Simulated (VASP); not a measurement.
ZrSe2:

```
CELL_PARAMETERS angstrom
3.79800 0.00000 0.00000
-1.89900 3.28916 0.00000
0.00000 0.00000 6.19200
ATOMIC_POSITIONS crystal
Zr 0.00000 0.00000 0.00000
Se 0.66667 0.33333 0.75000
Se 0.33333 0.66667 0.25000
```

Base run:

| Item | Value |
| --- | --- |
| Program | VASP 6.6.1 |
| Functional | PBE |
| Potentials or basis | VASP PAW PBE potentials, release 64 (Zr_sv, Se) |
| Cutoff | 520 eV |
| k mesh | 8 × 8 × 6 |
| Occupations | gaussian, width 0.02 eV |
| Spin | no spin polarisation |

Its results: band gap on the k mesh 0.37 eV, indirect (least direct gap 1.05 eV).

Problem. The run is repeated on the same cell with these changes: functional from PBE to PBEsol. What comes out?

Solution. Band gap on the k mesh 0.32 eV, indirect (least direct gap 1.01 eV).
